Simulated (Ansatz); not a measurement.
MgF2: pressure and gap against volume

A database entry relaxed whole under r2SCAN (P4_2/mnm):

```
Mg F
1.0
     4.62592    0.00000    0.00000
     0.00000    4.62592    0.00000
     0.00000    0.00000    3.04935
Mg F
2 4
Direct
  0.00000 0.00000 0.00000
  0.50000 0.50000 0.50000
  0.30294 0.30294 0.00000
  0.19706 0.80294 0.50000
  0.69706 0.69706 0.00000
  0.80294 0.19706 0.50000
```

The cell was scaled uniformly, its shape held, and the atoms relaxed at each volume with plane-wave PAW DFT (Ansatz 0.2.0; r2SCAN, 500 eV, 6×6×10 Γ-centred mesh, fermi-dirac occupations of width 0.020 eV; no spin, no spin-orbit coupling). One row is withheld.

```json
{"volume (Å³/atom)": "10.223", "energy over the lowest (meV/atom)": "14.4", "pressure (GPa)": "7.44", "gap over mesh and path (eV)": "8.509"}
{"volume (Å³/atom)": "10.441", "energy over the lowest (meV/atom)": "?", "pressure (GPa)": "?", "gap over mesh and path (eV)": "?"}
{"volume (Å³/atom)": "10.658", "energy over the lowest (meV/atom)": "1.5", "pressure (GPa)": "2.22", "gap over mesh and path (eV)": "8.203"}
{"volume (Å³/atom)": "10.876", "energy over the lowest (meV/atom)": "0.0", "pressure (GPa)": "0.00", "gap over mesh and path (eV)": "8.059"}
{"volume (Å³/atom)": "11.093", "energy over the lowest (meV/atom)": "1.4", "pressure (GPa)": "-1.99", "gap over mesh and path (eV)": "7.921"}
{"volume (Å³/atom)": "11.311", "energy over the lowest (meV/atom)": "5.3", "pressure (GPa)": "-3.78", "gap over mesh and path (eV)": "7.788"}
{"volume (Å³/atom)": "11.528", "energy over the lowest (meV/atom)": "11.5", "pressure (GPa)": "-5.38", "gap over mesh and path (eV)": "7.660"}
```

Question: Fit the pressures of the other rows to the third-order Birch-Murnaghan form.

Answer: With f = [(V₀/V)^(2/3) − 1]/2 and P = 3B₀f(1 + 2f)^(5/2)[1 + 3(B₀′ − 4)f/2], least squares gives V₀ = 10.88 Å³ an atom, B₀ = 105 GPa and B₀′ = 4.4; the rows miss the fit by less than 0.01 GPa. The slope of the energies differs from these pressures by less than 0.05 GPa.

Question: How does the gap move with volume?

Answer: A parabola in ln(V/V₀) through the other rows has the slope dE_g/d ln V = -7.1 eV at V₀, so by B₀ the gap moves by +67 meV a GPa at this fixed shape: it widens under pressure.

Question: What does the withheld row hold?

Answer: The fit gives 4.69 GPa at 10.441 Å³; the run gave 4.69 GPa and 6.2 meV an atom. Its gap is 8.353 eV, against 8.353 eV from the parabola.

Caveats: the shape of the cell was held, so B₀ is an upper bound where the axes differ in stiffness; 0 K, fixed nuclei; the symmetry was kept, and this need not be the phase that is stable at 0 K; one mesh for all volumes; r2SCAN gaps lie as a rule under measured ones; the slope of the gap can be off by tens of per cent, more where shallow d levels or spin-orbit coupling act on the edges; pressure is positive in compression.
